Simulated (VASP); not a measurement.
Write the native input for VASP 6.6.1 that does the following.

```
Task                   : relaxation of cell and atoms
Functional             : LDA
Potentials or basis    : VASP PAW LDA potentials, release 64 (Pt, S)
Cutoff                 : 600 eV
k mesh                 : 9 × 9 × 5
Occupations            : gaussian, width 0.03 eV
Spin                   : no spin polarisation
Further INCAR settings : ALGO = Normal; EDIFF = 1e-06; IBRION = 2; EDIFFG = -0.01; NSW = 90; ISIF = 3
```

The structure of PtS2 lies in POSCAR:

```
PtS2
1.0
    3.5432000000      0.0000000000      0.0000000000
   -1.7716000000      3.0685012107      0.0000000000
    0.0000000000      0.0000000000      5.0388000000
Pt S
1 2
Direct
    0.0000000000      0.0000000000      0.0000000000
    0.3333333333      0.6666666667      0.2270000000
    0.6666666667      0.3333333333      0.7730000000
```

These files were run (other wordings do the same):

INCAR

```
SYSTEM = PtS2
PREC = Accurate
ENCUT = 600
EDIFF = 1E-6
ISMEAR = 0
SIGMA = 0.03
LREAL = .False.
LASPH = .True.
NELM = 80
ALGO = Normal
ISIF = 3
LWAVE = .False.
LCHARG = .False.
GGA = CA
IBRION = 2
NSW = 90
EDIFFG = -0.01
KPAR = 2
```

KPOINTS

```
regular mesh
0
Gamma
  9 9 5
  0 0 0
```

Potentials or basis: VASP PAW LDA potentials, release 64 (Pt, S).

Run with:

```sh
$ cat potpaw_LDA.64/Pt/POTCAR potpaw_LDA.64/S/POTCAR > POTCAR
$ mpirun -np 2 vasp_std > vasp.out
```

It gave:

```
Relaxed volume                         : 16.65 Å³/atom
Relaxed cell                           : a = 3.560 Å, b = 3.560 Å, c = 4.550 Å, α = 90.00°, β = 90.00°, γ = 120.00°
Space group after relaxing (to 0.05 Å) : P-3m1 (No. 164)
Energy gained by relaxing              : 30.3 meV/atom
Ionic steps                            : 24
Pressure after relaxing                : 0.0 GPa
Largest force after relaxing           : 0.004 eV/Å
Band gap on the k mesh                 : none (metal or under the smearing width)
```

Run time: 110 s on 2 MPI ranks on Intel(R) Xeon(R) 6975P-C (Granite Rapids), with other jobs on the host, peak memory 0.2 GiB a rank.
